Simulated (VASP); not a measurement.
Crystal: PbSe (Clausthalite).

```
Pb Se
1.0
     0.00000    3.06065    3.06065
     3.06065    0.00000    3.06065
     3.06065    3.06065    0.00000
Pb Se
1 1
Direct
  0.00000 0.00000 0.00000
  0.50000 0.50000 0.50000
```

| Property | Result |
| --- | --- |
| Program | VASP 6.6.1 |
| Task | relaxation of cell and atoms |
| Functional | PBE |
| Dispersion | D3 |
| Potentials or basis | VASP PAW PBE potentials, release 64 (Pb_d, Se) |
| Cutoff | 600 eV |
| k mesh | 8 × 8 × 8 |
| Occupations | fermi-dirac, width 0.05 eV |
| Spin | no spin polarisation |

At the start: pressure 1.3 GPa; volume 28.67 Å³/atom.

Task: How do energy, volume and symmetry change on relaxing?

Result: Over 3 steps the energy falls by 2.8 meV/atom and the volume is 29.40 Å³/atom (+2.5 %); space group Fm-3m (No. 225, to 0.05 Å).

Step by step:
```
step  energy change (eV)  largest force (eV/Å)  pressure (GPa)  volume (Å³)
   1              0.0000                0.0000            1.27        57.34
   2             -0.0052                0.0000           -0.37        59.24
   3             -0.0057                0.0000            0.01        58.80
```

Final structure:
```
Pb Se
1.0
     0.00000    3.08634    3.08634
     3.08634    0.00000    3.08634
     3.08634    3.08634    0.00000
Pb Se
1 1
Direct
  0.00000 0.00000 0.00000
  0.50000 0.50000 0.50000
```

The cell as given is a measured one (28.67 Å³/atom); PBE+D3 puts the equilibrium volume +2.5 % from it, thermal expansion not counted.
